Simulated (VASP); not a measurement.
Here is a VASP 6.6.1 calculation.

INCAR

```
SYSTEM = Nb
PREC = Accurate
ENCUT = 520
EDIFF = 1E-6
ISMEAR = 0
SIGMA = 0.05
LREAL = .FALSE.
LASPH = .TRUE.
NELM = 100
ALGO = Fast
ISIF = 2
LWAVE = .FALSE.
LCHARG = .FALSE.
GGA = PE
NBANDS = 20
```

KPOINTS

```
Automatic mesh
0
G
  16 16 10
  0 0 0
```

POSCAR

```
Nb
1.0
    2.8699023426      0.0000000000      0.0000000000
   -1.4349511713      2.4854083350      0.0000000000
    0.0000000000      0.0000000000      5.2313190846
Nb
2
Direct
    0.3333333333      0.6666666667      0.7500000000
    0.6666666667      0.3333333333      0.2500000000
```

Potentials or basis: VASP PAW PBE potentials, release 64 (Nb_sv).

Run with:

```bash
$ cat potpaw_PBE.64/Nb_sv/POTCAR > POTCAR
$ mpirun -np 1 vasp_std > vasp.out
```

Estimate the pressure.

-0.3 GPa.

What does it give for the band gap on the k mesh?

None (metal or under the smearing width).

Stress tensor (GPa, compression positive):
```
-0.24  0.00  0.00
 0.00 -0.24  0.00
 0.00  0.00 -0.40
```
